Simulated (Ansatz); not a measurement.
# P: one atom moved over a plane

Level of theory: DFT PBEsol, scalar-relativistic, plane waves, PAW (Ansatz 0.2.0). Settings: plane waves to 420 eV, k-mesh 18×18×18 (Γ-centred), Gaussian smearing 0.15 eV. No spin polarisation. Energies are free energies at this smearing, counted from the undisturbed cell; pressure is positive in compression.

Reference structure (as given, not relaxed at this level; it stands at -0.8 GPa; this form isn't the usual structure):

```xyz
2
Lattice="-1.6915 2.5152 1.8589 1.6915 -2.5152 1.8589 1.6915 2.5152 -1.8589" Properties=species:S:1:pos:R:3 pbc="T T T"
P     0.0000    3.7727    0.1982
P     1.6915   -1.2576    1.6607
```

Atom 1 (P) is moved by p along (0.707, 0.707, 0.000) and q along (0.000, 0.000, 1.000) (Å), all else fixed. Points are written (p, q).

Energy above the undisturbed cell in eV/cell (a dash: not computed):

| p \ q | -0.300 | -0.150 | 0.000 | 0.150 | 0.300 |
| --- | --- | --- | --- | --- | --- |
| -0.300 | 0.09 | 0.10 | 0.21 | 0.52 | 1.08 |
| -0.150 | 0.10 | 0.04 | 0.05 | – | 0.75 |
| 0.000 | 0.13 | 0.03 | 0.00 | 0.18 | 0.64 |
| 0.150 | 0.10 | 0.04 | 0.05 | – | 0.75 |
| 0.300 | 0.09 | 0.10 | 0.21 | 0.52 | 1.08 |

Pressure in GPa:

```
 p \ q  -0.300  -0.150  0.000  0.150  0.300
-0.300    -5.1    -2.0    2.8    9.4   18.4
-0.150    -8.2    -4.9    0.2      –   13.8
 0.000    -9.5    -5.9   -0.8    5.0   12.2
 0.150    -8.2    -4.9    0.2      –   13.8
 0.300    -5.1    -2.0    2.8    9.4   18.4
```